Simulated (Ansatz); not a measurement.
**C_Si in SiC (F-43m): charge-transition levels and formation energies**

Aim: at which Fermi levels does C_Si in SiC (F-43m) change its charge? The model is a cell of 54 host atoms with 1 Si taken out and 1 C put in.

Method: place-levels on r2SCAN runs: charge-transition levels and formation energies with image-charge correction and potential alignment at the atomic sites, in Ansatz 0.2.0.

**What experiment says.**

For SiC, cubic 3C zincblende (literature value), “Insight into the structural, elastic and electronic properties of a new orthorhombic 6O-SiC polytype” (2020, pmc:7200658) quotes earlier work: band gap (indirect gap) 2.4 eV [literature value; measurement temperature and method not stated].

Report form: the programs' logs are mostly left out.

## (1) Starting point

The cell holds 54 atoms: 26 Si and 28 C. Cell: a = 9.242 Å, b = 9.242 Å, c = 9.242 Å, α = 60.0°, β = 60.0°, γ = 60.0°. It derives from SiC (space group F-43m). Nearest the centre at fractional (0.333, 0.667, 0.667): C35 at 0.00 Å, C18 at 1.89 Å, C30 at 1.89 Å, C36 at 1.89 Å, C34 at 1.89 Å, Si53 at 3.08 Å, Si51 at 3.08 Å, Si47 at 3.08 Å.

The host's dielectric constants go in as inputs: 7.01 for the electrons alone, 10.34 with the ions, computed on the host (DFPT, PBEsol, on the LDA cell), and a cell off the functional's own equilibrium shifts the ionic part.

The cell's shortest repeat is 9.2 Å.

## (2) What was run first

A transition level is the Fermi level at which two charge states cost the same, so each charge needs its own total energy, at its own relaxed structure.

Random displacements of about 0.05 Å break the site symmetry at the start, so that the relaxation can reach a distorted minimum if there is one. Forces are taken on a 2×2×2 shifted mesh. The cell holds 2 electrons more than the neutral one, with a uniform background that keeps it neutral on the whole.

The sampling was tested on the host first: at the k-points planned (1x1x1 shifted 0.25 0.25 0.25) its energy lies 0.119 eV an atom from the dense-mesh value, so the final energies take a denser sampling.

One state's input; the others differ in charge, spin, start and seed, and in occupations where the table says so.

qm2.relax/input.yaml

```yaml
crystal:
  lattice:
    - [0.0, 6.53484224, 6.53484224]
    - [6.53484224, 0.0, 6.53484224]
    - [6.53484224, 6.53484224, 0.0]
  atoms:
    - { symbol: Si, position: [0.0, 0.0, 0.0] }
    - { symbol: C, position: [0.08333333, 0.08333333, 0.08333333] }
[... 2 atom lines left out ...]
    - { symbol: Si, position: [0.0, 0.0, 0.66666667] }
[... 7 atom lines left out ...]
    - { symbol: Si, position: [0.0, 0.66666667, 0.0] }
[... 3 atom lines left out ...]
    - { symbol: Si, position: [0.0, 0.66666667, 0.66666667] }
    - { symbol: C, position: [0.08333333, 0.75, 0.75] }
[... 2 atom lines left out ...]
    - { symbol: Si, position: [0.33333333, 0.0, 0.33333333] }
[... 1 atom line left out ...]
    - { symbol: Si, position: [0.33333333, 0.0, 0.66666667] }
[... 1 atom line left out ...]
    - { symbol: Si, position: [0.33333333, 0.33333333, 0.0] }
[... 2 atom lines left out ...]
    - { symbol: C, position: [0.41666667, 0.41666667, 0.41666667] }
    - { symbol: Si, position: [0.33333333, 0.33333333, 0.66666667] }
    - { symbol: C, position: [0.41666667, 0.41666667, 0.75] }
    - { symbol: Si, position: [0.33333333, 0.66666667, 0.0] }
[... 1 atom line left out ...]
    - { symbol: Si, position: [0.33333333, 0.66666667, 0.33333333] }
    - { symbol: C, position: [0.41666667, 0.75, 0.41666667] }
    - { symbol: C, position: [0.33333333, 0.66666667, 0.66666667] }
    - { symbol: C, position: [0.41666667, 0.75, 0.75] }
[... 9 atom lines left out ...]
    - { symbol: C, position: [0.75, 0.41666667, 0.41666667] }
    - { symbol: Si, position: [0.66666667, 0.33333333, 0.66666667] }
    - { symbol: C, position: [0.75, 0.41666667, 0.75] }
[... 2 atom lines left out ...]
    - { symbol: Si, position: [0.66666667, 0.66666667, 0.33333333] }
[... 1 atom line left out ...]
    - { symbol: Si, position: [0.66666667, 0.66666667, 0.66666667] }
    - { symbol: C, position: [0.75, 0.75, 0.75] }
  host:
    repeats: [3, 3, 3]
    atoms:
      - { symbol: Si, position: [0.0, 0.0, 0.0] }
      - { symbol: C, position: [0.25, 0.25, 0.25] }
total_charge: -2
basis:
  ecutwfc: 500
  xc_grid: 2
hamiltonian:
  xc: r2scan
kpoints:
  mp_grid: { grid: [2, 2, 2], shift: [0.5, 0.5, 0.5] }
scf:
  occupations: { method: fixed }
  max_iter: 60
output:
  forces: true
  charged_corrections:
    epsilon: 7.01
    static_epsilon: 10.34
    defect_position: [0.333333, 0.666667, 0.666667]
relax:
  f_tol: 0.02
  max_steps: 80
  random_displacement: { amplitude: 0.05, seed: 1924 }
checkpoint:
  write: "../qm2.relax.run"
  compress: false
  write_wavefunctions: true
  write_every: 100000
```

The run is started by

```console
ansatz run input.yaml --threads 4 --pin off --max-ram 7536MiB --backend cpu --events-out ev --progress --plain --runs-dir out
```

The run of this state that the levels use, under r2SCAN:

qm2.point/input.yaml

```yaml
crystal:
  checkpoint: "../qm2.relax.run"
  host: checkpoint
total_charge: -2
basis:
  ecutwfc: 500
  xc_grid: 2
hamiltonian:
  xc: r2scan
kpoints:
  mp_grid: { grid: [2, 2, 2], shift: [0.5, 0.5, 0.5] }
scf:
  occupations: { method: fixed }
  max_iter: 60
output:
  forces: true
  eigenvalues: true
  charged_corrections:
    epsilon: 7.01
    static_epsilon: 10.34
    defect_position: [0.333333, 0.666667, 0.666667]
  eigenstates: { localisation: true }
  populations: true
  band_densities: [{ bands: [v1, v1] }, { bands: [c1, c1] }]
  write_density: true
  write_potential: true
  volumetric_format: npy
  elf: true
checkpoint:
  read: "../qm2.relax.run"
  write: "../qm2.point.run"
  compress: false
  write_wavefunctions: false
  write_every: 100000
```

Relaxations under r2SCAN at a 2×2×2 shifted mesh; times on 4 threads of Arm Neoverse V1, shared host:

```
charge  moment (μB)  occupations    outcome  steps  largest displacement against the far atoms (Å)     time
    −2            0        fixed  converged      5                                            0.19  2.2 min
    −1            1        fixed  converged      5                                            0.19  5.2 min
     0            0        fixed  converged      5                                            0.18  2.1 min
    +1            1        fixed  converged      9                                            0.20  7.5 min
    +2            0        fixed  converged     10                                            0.21  3.6 min
    −2            2        fixed  converged      8                                            0.19  8.1 min
    +2            2        fixed  converged      5                                            0.20  5.3 min
```

Single points under r2SCAN at a 2×2×2 shifted mesh; times on 4 threads of Arm Neoverse V1, shared host:

```
charge  moment (μB)  occupations    outcome  time
    −2            0        fixed  converged  25 s
    −1            1        fixed  converged  57 s
     0            0        fixed  converged  25 s
    +1            1        fixed  converged  57 s
    +2            0        fixed  converged  22 s
    −2            2        fixed  converged  57 s
    +2            2        fixed  converged  57 s
```

Distances (Å) from C35 to the nearest atoms after relaxation with r2SCAN:

```
charge  moment (μB)      1.      2.      3.      4.       5.       6.
    −2            0  C 1.70  C 1.70  C 1.70  C 1.70  Si 3.04  Si 3.04
    −2            2  C 1.69  C 1.70  C 1.70  C 1.71  Si 3.04  Si 3.04
    −1            1  C 1.70  C 1.70  C 1.70  C 1.70  Si 3.04  Si 3.04
     0            0  C 1.70  C 1.70  C 1.70  C 1.70  Si 3.05  Si 3.05
    +1            1  C 1.68  C 1.70  C 1.70  C 1.71  Si 3.04  Si 3.04
    +2            0  C 1.66  C 1.69  C 1.70  C 1.72  Si 3.04  Si 3.04
    +2            2  C 1.69  C 1.69  C 1.69  C 1.69  Si 3.05  Si 3.05
```

## (3) Levels against the band edges, r2SCAN

A charged cell interacts with its images and the background, and its potential has another zero than the host's. place-levels removes the first by a point-charge model, screened by the static dielectric constant since the ions have relaxed around the charge, and the second by comparing potentials at atoms far from the defect.

The host is a run of the defect-free crystal in the same cutoffs, grids and k-points, so that basis and sampling errors cancel in part in the differences. The host is run in a cell of 2 atoms on a matching mesh. Its band edges are searched through the zone by a band path, so the gap is smaller than, or equal to, that on the mesh. Chemical potentials are energies per atom of Si (diamond) and C (diamond), run with the same functional and cutoff. Carbon is taken as diamond, which semilocal functionals can put about 0.1 eV an atom over graphite.

levels.point.yaml

```yaml
host:
  run: host.point.run
states: [qm2.point.run, qm1_M1.point.run, q0.point.run, qp1_M1.point.run, qp2.point.run, qm2_M2.point.run, qp2_M2.point.run]
geometry_from:
  qm2.point.run: qm2.relax.run
  qm1_M1.point.run: qm1_M1.relax.run
  q0.point.run: q0.relax.run
  qp1_M1.point.run: qp1_M1.relax.run
  qp2.point.run: qp2.relax.run
  qm2_M2.point.run: qm2_M2.relax.run
  qp2_M2.point.run: qp2_M2.relax.run
  host.point.run: host.relax.run
chemical_potentials:
  Si:
    energy: -639.066011
    dataset: "<sha256 of the dataset>"
  C:
    energy: -251.555749
    dataset: <sha256 of the dataset>
epsilon: 7.01
static_epsilon: 10.34
vertical:
  - { from: qm2.point.run, to: qm2.point_neutral.run }
  - { from: qm1_M1.point.run, to: qm1_M1.point_neutral.run }
  - { from: qp1_M1.point.run, to: qp1_M1.point_neutral.run }
  - { from: qp2.point.run, to: qp2.point_neutral.run }
  - { from: qm2_M2.point.run, to: qm2_M2.point_neutral.run }
  - { from: qp2_M2.point.run, to: qp2_M2.point_neutral.run }
```

The run is started by

```console
ansatz place-levels levels.point.yaml -- --threads 4 --pin off --max-ram 7536MiB
```

Run time: 0.88 s. Hardware: 4 threads of Arm Neoverse V1, shared host.

Under r2SCAN the gap is 1.71 eV, (+2/+1) 0.00 (with band filling), (+1/0) -0.02 (outside the gap) (with band filling), (0/−1) 1.76 (outside the gap) (with band filling), (−1/−2) 1.74 (outside the gap) (with band filling) eV.

Levels between the charges placed, in eV above the valence top:

```
        gap (eV)  (+2/+1)  (+1/0)  (0/−1)  (−1/−2)
r2SCAN      1.71     0.00   -0.02    1.76     1.74
```

Corrections by state:

```
charge  moment (μB)  image terms and alignment (eV)  band filling (eV)  ε used  over the lowest of its charge, as the program ranks them, band filling apart (eV)
    +2          0.0                           0.129             -0.690   10.34                                                                              0.000
    +1          1.0                          -0.059             -0.187   10.34                                                                              0.000
     0          0.0                           0.000                  -       -                                                                              0.000
    −1          1.0                           0.360             -0.785   10.34                                                                              0.000
    −2          0.0                           1.072             -1.954   10.34                                                                              0.000
    +2          2.0                           0.136                  -   10.34                                                                              0.136
    −2          2.0                           1.071                  -   10.34                                                                              0.775
```

The charged structures listed were also run neutral, and place-levels reads from each pair, by the potential or the spins, how wide the charge is by which they differ; that can be the carrier of either run.

```
charge  rms radius (Å)  spread where it is widest against the cell (Å)  wide from (Å)  reading
    +2             5.0                                            2.97           1.31     wide
    +1             5.0                                            2.96           1.31     wide
    −1             6.3                                            3.64           1.31     wide
    −2             6.3                                            3.64           1.31     wide
```

The neutral runs of these pairs need not share the spin of the lowest neutral state, and very wide values only mean spread over the cell.

From the program's caveats on the states, each cut to its opening words:

- charge +2, +1 (1 μB): it parts from the run at its places by a charge that spreads by about 3 Å along one vector (1.3 Å or more is wide), by its potential at epsilon 7.01, taken for [...]
- charge +2: a band-filling correction moves a carrier to the host's band edge, which changes its energy by -0.690 eV
- charge +2: its alignment with the host at atomic sites is doubtful: the mean over the far sites moves by -0.1208 eV from their farther parts to their nearer, more than [...]
- charge +2, +1 (1 μB), −2 (2 μB): filled levels lie above empty ones at the fixed electron count
- charge +1 (1 μB): a band-filling correction moves a carrier to the host's band edge, which changes its energy by -0.187 eV
- charge +1 (1 μB): its alignment with the host at atomic sites is doubtful: the mean over the far sites moves by -0.1422 eV from their farther parts to their nearer, more than [...]
- charge +1 (1 μB), −1 (1 μB), +2 (2 μB), −2 (2 μB): flagged: stability check not made
- charge 0: its alignment with the host at atomic sites is doubtful: the mean over the far sites moves by -0.1653 eV from their farther parts to their nearer, more than [...]
- charge −1 (1 μB), −2: it parts from the run at its places by a charge that spreads by about 3.6 Å along one vector (1.3 Å or more is wide), by its potential at epsilon 7.01, taken [...]
- charge −1 (1 μB): a band-filling correction moves a carrier to the host's band edge, which changes its energy by -0.785 eV
- charge −1 (1 μB): its alignment with the host at atomic sites is doubtful: the mean over the far sites moves by -0.1988 eV from their farther parts to their nearer, more than [...]
- charge −2: a band-filling correction moves a carrier to the host's band edge, which changes its energy by -1.954 eV
- charge −2: its alignment with the host at atomic sites is doubtful: the mean over the far sites moves by -0.2282 eV from their farther parts to their nearer, more than [...]
- charge +2 (2 μB): it parts from the run at its places by a charge that spreads by about 2.8 Å along one vector (1.3 Å or more is wide), by its potential at epsilon 7.01, taken [...]

The host's formation energy from the elements is -0.356 eV per atom; it sets how far the chemical potentials can move.

Formation energies (eV), C-rich (Δμ(C) = 0.00 eV, Δμ(Si) = -0.71 eV):

```
charge  Fermi level at the valence top  at the conduction bottom
    +2                            3.31                      6.74
    +1                            3.31                      5.02
     0                            3.29                      3.29
    −1                            5.05                      3.33
    −2                            6.79                      3.37
```

Formation energies (eV), Si-rich (Δμ(Si) = 0.00 eV, Δμ(C) = -0.71 eV):

```
charge  Fermi level at the valence top  at the conduction bottom
    +2                            4.74                      8.16
    +1                            4.74                      6.45
     0                            4.71                      4.71
    −1                            6.47                      4.76
    −2                            8.22                      4.79
```

## (4) Placing the levels, PBEsol

PBEsol on the same structure is run to see how far the result rests on the functional, though not on the errors that semilocal functionals share.

qm2.pbesol/input.yaml, as its differences from qm2.point/input.yaml of step 2:

```diff
@@ -5,6 +5,6 @@
 basis:
-  ecutwfc: 500
+  ecutwfc: 420
   xc_grid: 2
 hamiltonian:
-  xc: r2scan
+  xc: pbesol
 kpoints:
@@ -12,3 +12,3 @@
 scf:
-  occupations: { method: fixed }
+  occupations: { method: fermi_dirac, width: 0.01 }
   max_iter: 60
@@ -29,4 +29,3 @@
 checkpoint:
-  read: "../qm2.relax.run"
-  write: "../qm2.point.run"
+  write: "../qm2.pbesol.run"
   compress: false
```

It took 32 s on 4 threads; peak memory 1.9 GiB; 2.1 min of CPU time.

levels.pbesol.yaml

```yaml
host:
  run: host.pbesol.run
  levels_from: { run: edges.pbesol.run }
states: [qm2.pbesol.run, qm1_M1.pbesol.run, q0.pbesol.run, qp1_M1.pbesol.run, qp2.pbesol.run, qm2_M2.pbesol.run, qp2_M2.pbesol.run]
geometry_from:
  qm2.pbesol.run: qm2.relax.run
  qm1_M1.pbesol.run: qm1_M1.relax.run
  q0.pbesol.run: q0.relax.run
  qp1_M1.pbesol.run: qp1_M1.relax.run
  qp2.pbesol.run: qp2.relax.run
  qm2_M2.pbesol.run: qm2_M2.relax.run
  qp2_M2.pbesol.run: qp2_M2.relax.run
  host.pbesol.run: host.relax.run
chemical_potentials:
  Si:
    energy: -621.491642
    dataset: "<sha256 of the dataset>"
  C:
    energy: -246.667945
    dataset: <sha256 of the dataset>
```

The run is started by

```console
ansatz place-levels levels.pbesol.yaml -- --threads 4 --pin off --max-ram 7536MiB
```

Elapsed: 0.52 s, on 4 threads.

Under PBEsol the gap is 1.24 eV, (+2/+1) 0.00 (with band filling), (+1/0) 0.00 (with band filling), (0/−1) 1.28 (outside the gap) (with band filling), (−1/−2) 1.26 (outside the gap) (with band filling) eV; the stage before (r2SCAN) gave a gap of 1.71 eV and levels within 0.48 eV of these.

## (5) Side by side

Levels between neighbouring charges, in eV above each run's own valence top:

```
                                                 gap (eV)  (+2/+1)  (+1/0)  (0/−1)  (−1/−2)  CPU time a state at this stage (restarts are quicker than cold starts)
                     r2SCAN, 2×2×2 shifted mesh      1.71     0.00   -0.02    1.76     1.74                                                                 2.8 min
PBEsol on r2SCAN structures, 2×2×2 shifted mesh      1.24     0.00    0.00    1.28     1.26                                                                 3.3 min
```

## (6) Outcome

```
gap of the host                                                          : 1.71 eV (r2SCAN)
level (plus 2/plus 1)                                                    : 0.00 eV above the valence top, not a change between lowest states (-0.50 eV above the valence top without the band-filling term)
level (plus 1/0)                                                         : 0.02 eV below the valence top, not a change between lowest states (-0.21 eV above the valence top without the band-filling term)
level (0/minus 1)                                                        : 1.76 eV above the valence top, past the conduction bottom, not a change between lowest states (2.55 eV above the valence top without the band-filling term)
level (minus 1/minus 2)                                                  : 1.74 eV above the valence top, past the conduction bottom, not a change between lowest states (2.91 eV above the valence top without the band-filling term)
lowest of the charges placed, just above the valence top (0.02 eV)       : 0
lowest of the charges placed, just below the conduction bottom (0.02 eV) : 0
lowest formation energy at mid-gap of the charges run, C-rich            : 3.29 eV
lowest formation energy at mid-gap of the charges run, Si-rich           : 4.71 eV
```

What this shows: Of the charges placed (−2, −1, 0, +1 and +2), 0 is the lowest from 0.02 eV above the valence top to 0.02 eV below the conduction bottom, a gap of 1.71 eV. States placed: +2 at 0 μB and 2 μB; +1 at 1 μB; 0 at 0 μB; −1 at 1 μB; −2 at 0 μB and 2 μB. Other spin states or structures, where not listed, weren't placed. The program finds carriers beyond a band edge of the host and adds a band-filling term at charge −2 (-1.95 eV), −1 (-0.78 eV), +1 (-0.19 eV) and +2 (-0.69 eV); steps to such a charge show no bound level, and a defect level inside a band would be read the same way. The program doubts the alignment of potentials for at least one state, a sign that the cell is small. Limits: r2SCAN makes the gap too small and tends to spread out bound carriers.

Computed beside measured:

| quantity | measured | PBEsol | r2SCAN |
| --- | --- | --- | --- |
| band gap (least gap of the host) (eV) | 2.4 | 1.24 (-1.16 eV) | 1.71 (-0.69 eV) |

Measured values from pmc:7200658 (2020).

**Verdict.** For the band gap, of the levels listed nearest comes r2SCAN (-0.69 eV, a clear miss) and farthest PBEsol (-1.16 eV, a clear miss). Local and semilocal functionals usually give gaps below the measured ones. Zero-point and thermal motion shift the measured gap.

[Logs are printed without paths, hosts, clocks, repeated set-up lines and the standing remarks that a program may print on its own settings, such as how far it seeks lower states.]

[Hosts, paths, dates, database ids (printed as entryN), source tags and the programs' standing remarks are cut or masked in the printed files.]

[Where a table of states has a column of steps, it counts the stored structures, which are thinned; the runs took as many ionic steps or more.]

[A defect's name tells the site on which it was built; relaxed atoms can leave that site.]

[For some hosts the program warned that the k-mesh of the response run may be too coarse for force constants and the static dielectric constant; such warnings are not shown here.]
